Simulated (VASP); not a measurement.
# MnO2 (P-3m1) in VASP: further runs

One crystal, MnO2, is run at these levels: r2SCAN; tasks: single point.

Program: VASP 6.6.1. These are calculated values, not measurements. Logs are shortened: lines on timing, memory, paths and dates and some standing lists are left out, and cuts for length are marked.

### Step 1. The structure

Symmetry: P-3m1, No. 164, trigonal system. Conventional cell: a = 2.857 Å, b = 2.857 Å, c = 4.601 Å, α = 90.00°, β = 90.00°, γ = 120.00°. Around Mn (site symmetry -3m) lie 6 O at 1.90 Å. Around O (site symmetry 3m) lie 3 Mn at 1.90 Å.

Measurements of this composition are mostly on another form, of space group No. 136.

### Step 2. Single point, r2SCAN, collinear spin, ferromagnetic start

Contents of INCAR:

```
SYSTEM = MnO2
ADDGRID = .False.
ALGO = Normal
EDIFF = 1E-5
ENCUT = 460
ISIF = 2
ISMEAR = 0
ISPIN = 2
LASPH = .True.
LCHARG = .False.
LMAXMIX = 4
LMIXTAU = .True.
LORBIT = 11
LREAL = .False.
LWAVE = .False.
MAGMOM = 4 0 0
METAGGA = R2SCAN
NBANDS = 24
NELM = 100
PREC = Accurate
SIGMA = 0.05
```

Contents of KPOINTS:

```
k-points
0
Gamma
  5 5 3
  0 0 0
```

Contents of POSCAR:

```
MnO2
1.0
    2.8565781804      0.0000000000      0.0000000000
   -1.4282890902      2.4738692722      0.0000000000
    0.0000000000      0.0000000000      4.6013740589
Mn O
1 2
Direct
    0.0000000000      0.0000000000      0.5000000000
    0.3333333333      0.6666666667      0.7062925700
    0.6666666667      0.3333333333      0.2937074300
```

Potentials or basis: VASP PAW PBE potentials, release 64 (Mn_pv, O).

Command:

```sh
$ cat potpaw_PBE.64/Mn_pv/POTCAR potpaw_PBE.64/O/POTCAR > POTCAR
$ mpirun -np 1 vasp_std > vasp.out
```

OUTCAR:

```text
SYSTEM = MnO2
   EDIFF = 1E-5
   ENCUT = 460
   ISIF = 2
   ISMEAR = 0
   ISPIN = 2
   LASPH = .True.
   LORBIT = 11
   LREAL = .False.
   METAGGA = R2SCAN
   NELM = 100
   PREC = Accurate

 Found     12 irreducible k-points:

 Following reciprocal coordinates:
            Coordinates               Weight
  0.000000  0.000000  0.000000      1.000000
  0.200000  0.000000  0.000000      6.000000
  0.400000  0.000000  0.000000      6.000000
  0.200000  0.200000  0.000000      6.000000
  0.400000  0.200000  0.000000      6.000000
  0.000000  0.000000  0.333333      2.000000
   k-points           NKPTS =     12   k-points in BZ     NKDIM =     12   number of bands    NBANDS=     24
   number of dos      NEDOS =    301   number of ions     NIONS =      3
   total plane-waves  NPLWV =  12800
   dimension x,y,z NGX =    20 NGY =   20 NGZ =   32
   dimension x,y,z NGXF=    40 NGYF=   40 NGZF=   64
   ions per type =               1   2
   NGX,Y,Z   is equivalent  to a cutoff of  11.64, 11.64, 11.56 a.u.
   NGXF,Y,Z  is equivalent  to a cutoff of  23.28, 23.28, 23.12 a.u.
 SYSTEM =  MnO2
   PREC   = accura    normal or accurate (medium, high low for compatibility)
   ISTART =      0    job   : 0-new  1-cont  2-samecut
   ICHARG =      2    charge: 1-file 2-atom 10-const
   ISPIN  =      2    spin polarized calculation?
   LNONCOLLINEAR =      F non collinear calculations
   LSORBIT =      F    spin-orbit coupling
   LASPH  =      T    aspherical Exc in radial PAW
   ENCUT  =  460.0 eV  33.81 Ry    5.81 a.u.   5.00  5.00  8.05*2*pi/ulx,y,z
   NELM   =    100;   NELMIN=  2; NELMDL= -5     # of ELM steps
   EDIFF  = 0.1E-04   stopping-criterion for ELM
   LREAL  =      F    real-space projection
   EDIFFG = 0.1E-03   stopping-criterion for IOM
   NSW    =      0    number of steps for IOM
   IBRION =     -1    ionic relax: 0-MD 1-quasi-New 2-CG
   NFREE  =      0    steps in history (QN), initial steepest desc. (CG)
   ISIF   =      2    stress and relaxation
   ISYM   =      2    0-nonsym 1-usesym 2-fastsym
   POTIM  = 0.5000    time-step for ionic-motion
   TEBEG  =    0.0;   TEEND  =   0.0 temperature during run
   PSTRESS=    0.0 pullay stress
   NELECT =      25.0000    total number of electrons
   NUPDOWN=      -1.0000    fix difference up-down
   EMIN   =  10.00;   EMAX   =-10.00  energy-range for DOS
   EFERMI =   0.00;   METHOD = LEGACY
   ISMEAR =     0;   SIGMA  =   0.05  broadening in eV -4-tet -1-fermi 0-gaus
   EFERMI_NEDOS =   21; number of points for ismear=-14 and -15
   IALGO  =     38    algorithm
   IMIX   =      4    mixing-type and parameters
     AMIX     =   0.40;   BMIX     =  1.00
     AMIX_MAG =   1.60;   BMIX_MAG =  1.00
  volume/ion in A,a.u.               =      10.84        73.15
  Fermi-wavevector in a.u.,A,eV,Ry     =   1.499747  2.834111 30.602787  2.249241
  Thomas-Fermi vector in A             =   2.611337
   LORBIT       =     11    0 simple, 1 ext, 2 COOP (PROOUT), +10 PAW based schemes
   METAGGA = R2SCAN    functional components
   LHFCALC =     F    Hartree Fock is set to
   AEXX    =    0.0000 exact exchange contribution
   IVDW    =     0    specifies the selected vdW correction
   LEPSILON=     F    determine dielectric tensor
   LRPA    =     F    only Hartree local field effects (RPA)
 spin polarized calculation
 Gauss-broadening in eV      SIGMA  =   0.05
  energy-cutoff  :      460.00
  volume of cell :       32.52
 maximum number of plane-waves:       737
 NGX is ok and might be reduce to    20
   NGX =  9   NGY =  9   NGZ = 17

 number of electron      25.0000023 magnetization       2.9992762

 Free energy of the ion-electron system (eV)
  ---------------------------------------------------
  ext. energy  EPLUGINS =         0.00000000
  ---------------------------------------------------
  free energy    TOTEN  =       -32.53618415 eV

  energy without entropy =      -32.53618415  energy(sigma->0) =      -32.53618415

 E-fermi :   2.7954     XC(G=0): -11.5613

 val. band max:        2.4286439962   @ k =   0.0000   0.2000   0.3333
 cond. band min:       4.4174122817   @ k =   0.0000   0.0000   0.3333
 fundamental gap:      1.9887682855
 Fermi energy:         2.7954323908

 spin component 1

 k-point     1 :       0.0000    0.0000    0.0000
  band No.  band energies     occupation
      1     -49.7498      1.00000
      2     -49.7217      1.00000
      3     -49.7216      1.00000
      4     -17.7227      1.00000
      5     -15.4285      1.00000
      6      -3.7642      1.00000
[... 16 lines left out ...]
     23      26.0596      0.00000
     24      27.6715      0.00000

 k-point     2 :       0.2000    0.0000    0.0000
  band No.  band energies     occupation
      1     -49.7762      1.00000
      2     -49.7405      1.00000
      3     -49.7338      1.00000
      4     -17.2435      1.00000
      5     -15.5751      1.00000
      6      -3.4072      1.00000
[... 16 lines left out ...]
     23      25.5669      0.00000
     24      26.1546      0.00000

 k-point     3 :       0.4000    0.0000    0.0000
  band No.  band energies     occupation
      1     -49.8636      1.00000
      2     -49.7535      1.00000
      3     -49.7254      1.00000
      4     -16.3390      1.00000
      5     -15.8452      1.00000
      6      -4.0227      1.00000
[... 16 lines left out ...]
     23      24.6157      0.00000
     24      26.1469      0.00000

 k-point     4 :       0.2000    0.2000    0.0000
  band No.  band energies     occupation
      1     -49.8324      1.00000
      2     -49.7646      1.00000
      3     -49.7283      1.00000
      4     -16.5433      1.00000
      5     -15.7741      1.00000
      6      -3.3005      1.00000
[... 16 lines left out ...]
     23      23.4292      0.00000
     24      26.1751      0.00000

 k-point     5 :       0.4000    0.2000    0.0000
  band No.  band energies     occupation
      1     -49.8590      1.00000
      2     -49.7913      1.00000
      3     -49.7209      1.00000
      4     -16.0098      1.00000
      5     -15.9475      1.00000
      6      -3.7524      1.00000
[... 16 lines left out ...]
     23      22.5726      0.00000
     24      26.1814      0.00000

 k-point     6 :       0.0000    0.0000    0.3333
  band No.  band energies     occupation
      1     -49.7499      1.00000
      2     -49.7217      1.00000
      3     -49.7216      1.00000
      4     -17.6355      1.00000
      5     -15.5716      1.00000
      6      -3.3180      1.00000
[... 16 lines left out ...]
     23      26.1075      0.00000
     24      26.7886      0.00000

 [... further k-points ...]

 spin component 2

 k-point     1 :       0.0000    0.0000    0.0000
  band No.  band energies     occupation
      1     -45.6297      1.00000
      2     -45.6296      1.00000
      3     -45.4293      1.00000
      4     -17.6622      1.00000
      5     -15.3808      1.00000
      6      -2.6198      1.00000
[... 16 lines left out ...]
     23      28.6755      0.00000
     24      28.7809      0.00000

 k-point     2 :       0.2000    0.0000    0.0000
  band No.  band energies     occupation
      1     -45.6988      1.00000
      2     -45.6445      1.00000
      3     -45.4164      1.00000
      4     -17.1812      1.00000
      5     -15.5192      1.00000
      6      -2.4034      1.00000
[... 16 lines left out ...]
     23      26.0984      0.00000
     24      27.9606      0.00000

 k-point     3 :       0.4000    0.0000    0.0000
  band No.  band energies     occupation
      1     -45.8093      1.00000
      2     -45.6686      1.00000
      3     -45.3954      1.00000
      4     -16.2750      1.00000
      5     -15.7826      1.00000
      6      -3.0398      1.00000
[... 16 lines left out ...]
     23      25.3436      0.00000
     24      27.7646      0.00000

 k-point     4 :       0.2000    0.2000    0.0000
  band No.  band energies     occupation
      1     -45.7697      1.00000
      2     -45.6828      1.00000
      3     -45.3995      1.00000
      4     -16.4810      1.00000
      5     -15.7097      1.00000
      6      -2.2402      1.00000
[... 16 lines left out ...]
     23      24.0146      0.00000
     24      27.5046      0.00000

 k-point     5 :       0.4000    0.2000    0.0000
  band No.  band energies     occupation
      1     -45.8031      1.00000
      2     -45.7166      1.00000
      3     -45.3890      1.00000
      4     -15.9413      1.00000
      5     -15.8877      1.00000
      6      -2.8650      1.00000
[... 16 lines left out ...]
     23      23.2270      0.00000
     24      27.7032      0.00000

 k-point     6 :       0.0000    0.0000    0.3333
  band No.  band energies     occupation
      1     -45.6297      1.00000
      2     -45.6296      1.00000
      3     -45.4295      1.00000
      4     -17.5745      1.00000
      5     -15.5222      1.00000
      6      -2.2557      1.00000
[... 16 lines left out ...]
     23      27.6402      0.00000
     24      27.6402      0.00000

 [... further k-points ...]

------------------------ aborting loop because EDIFF is reached ----------------------------------------

  FORCE on cell =-STRESS in cart. coord.  units (eV):
  Direction    XX          YY          ZZ          XY          YZ          ZX
  --------------------------------------------------------------------------------------
  -------------------------------------------------------------------------------------
  Total       -0.1811637     -0.1811637     -0.2259643     -0.0000000     -0.0000000      0.0000000
  in kB       -8.9262966     -8.9262966    -11.1337127     -0.0000000     -0.0000000      0.0000000
  external PRESSURE =      -9.6621020 kB  Pullay stress =       0.0000000 kB

 VOLUME and BASIS-vectors are now :
 -----------------------------------------------------------------------------
  energy-cutoff  :      460.00
  volume of cell :       32.52
      direct lattice vectors                 reciprocal lattice vectors
     2.856578180  0.000000000  0.000000000     0.350069187  0.202112539  0.000000000
    -1.428289090  2.473869272  0.000000000     0.000000000  0.404225078  0.000000000
     0.000000000  0.000000000  4.601374059     0.000000000  0.000000000  0.217326387

 POSITION                                       TOTAL-FORCE (eV/Angst)
 -----------------------------------------------------------------------------------
      0.00000      0.00000      2.30069        -0.000000      0.000000      0.000000
     -0.00000      1.64925      3.24992         0.000000      0.000000     -0.007774
      1.42829      0.82462      1.35146        -0.000000      0.000000      0.007774
 -----------------------------------------------------------------------------------
    total drift:                                0.000000     -0.000000      0.000000

  FREE ENERGIE OF THE ION-ELECTRON SYSTEM (eV)
  ---------------------------------------------------
  free  energy   TOTEN  =       -32.5361841541 eV

  energy  without entropy=      -32.5361841541  energy(sigma->0) =      -32.53618415

 total charge

# of ion       s       p       d       tot
------------------------------------------
    1        0.382   6.468   4.861  11.711
    2        1.594   3.449   0.000   5.043
    3        1.594   3.449   0.000   5.043
--------------------------------------------------
tot          3.571  13.366   4.861  21.798

 magnetization (x)

# of ion       s       p       d       tot
------------------------------------------
    1        0.030   0.039   2.866   2.935
    2        0.004   0.002   0.000   0.006
    3        0.004   0.002   0.000   0.006
--------------------------------------------------
tot          0.038   0.044   2.866   2.948
```

Wall time 80 s (1 thread of Intel Xeon Platinum 8375C at 2.90GHz (Ice Lake), shared host); peak memory 0.15 GiB.

These settings aren't checked as converged: the numbers below hold their error.

What came out:

* Free energy: -32.5362 eV
* Pressure: -1.0 GPa
* Largest force: 0.008 eV/Å
* Band gap on the k mesh: 1.99 eV, indirect (least direct gap 2.03 eV)
* Net moment: 3.00 μB per cell
* Site moments: Mn +2.94; O +0.01 μB
* Valence electrons inside the program's atomic spheres: Mn 11.71; O 5.04

Caveat: the k mesh is coarse (spacing up to 0.51 Å⁻¹), so the values aren't converged; the cutoff is under 1.25 times the usual one of these potentials, so pressure, stress and relaxed cells hold a basis-set (Pulay) error; the PAW data sets were made with another functional, which shifts forces and pressure a little; an odd mesh through Γ misses points on the zone boundary, where band edges often lie; a cell with one magnetic atom can't hold antiferromagnetic order, which such compounds often take.

(Continued in part 2 of 3.)
